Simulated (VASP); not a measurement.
## CaH4: relaxation of cell and atoms with PBE

Crystal: CaH4.

```
CELL_PARAMETERS angstrom
4.16798 0.00000 0.00000
0.00000 4.16798 0.00000
0.00000 0.00000 4.16798
ATOMIC_POSITIONS crystal
Ca 0.00000 0.00000 0.00000
H 0.50000 0.00000 0.00000
H 0.00000 0.50000 0.00000
H 0.00000 0.00000 0.50000
H 0.50000 0.50000 0.50000
```

The cell was built by a generator and needn't be a form met in nature.

* Program: VASP 6.6.1
* Task: relaxation of cell and atoms
* Functional: PBE
* Potentials or basis: VASP PAW PBE potentials, release 64 (Ca_sv, H)
* Cutoff: 600 eV
* k mesh: 5 × 5 × 5
* Occupations: fermi-dirac, width 0.05 eV
* Spin: no spin polarisation
* Further INCAR settings: ALGO = Fast; EDIFF = 1e-07; IBRION = 2; EDIFFG = -0.005; NSW = 60; ISIF = 3

| Property | Result |
| --- | --- |
| Relaxed volume | 14.61 Å³/atom |
| Relaxed cell | a = 4.181 Å, b = 4.181 Å, c = 4.181 Å, α = 90.00°, β = 90.00°, γ = 90.00° |
| Space group after relaxing (to 0.05 Å) | Pm-3m (No. 221) |
| Energy gained by relaxing | 0.1 meV/atom |
| Ionic steps | 3 |
| Pressure after relaxing | 0.0 GPa |
| Band gap on the k mesh | none (metal or under the smearing width) |

The path:
| step | energy change (eV) | largest force (eV/Å) | pressure (GPa) | volume (Å³) |
| --- | --- | --- | --- | --- |
| 1 | 0.0000 | 0.0000 | 0.20 | 72.41 |
| 2 | -0.0002 | 0.0000 | 0.14 | 72.60 |
| 3 | -0.0004 | 0.0000 | 0.00 | 73.07 |

Final structure:
```yaml
crystal:
  lattice:
    - [4.18074, 0.00000, 0.00000]
    - [0.00000, 4.18074, 0.00000]
    - [0.00000, 0.00000, 4.18074]
  atoms:
    - { symbol: Ca, position: [0.00000, 0.00000, 0.00000] }
    - { symbol: H, position: [0.50000, 0.00000, 0.00000] }
    - { symbol: H, position: [0.00000, 0.50000, 0.00000] }
    - { symbol: H, position: [0.00000, 0.00000, 0.50000] }
    - { symbol: H, position: [0.50000, 0.50000, 0.50000] }
```

Levels at points of the mesh, in eV from the Fermi level:
```csv
k point,band 3,band 4,band 5,band 6,band 7,band 8,band 9,band 10,band 11
"(0.00, 0.00, 0.00)",-19.18,-19.18,-3.66,-0.72,-0.72,0.95,7.14,7.14,7.14
```

Run time: 21 s on 1 thread of Intel(R) Xeon(R) 6975P-C (Granite Rapids), with other jobs on the host, peak memory 0.21 GiB.
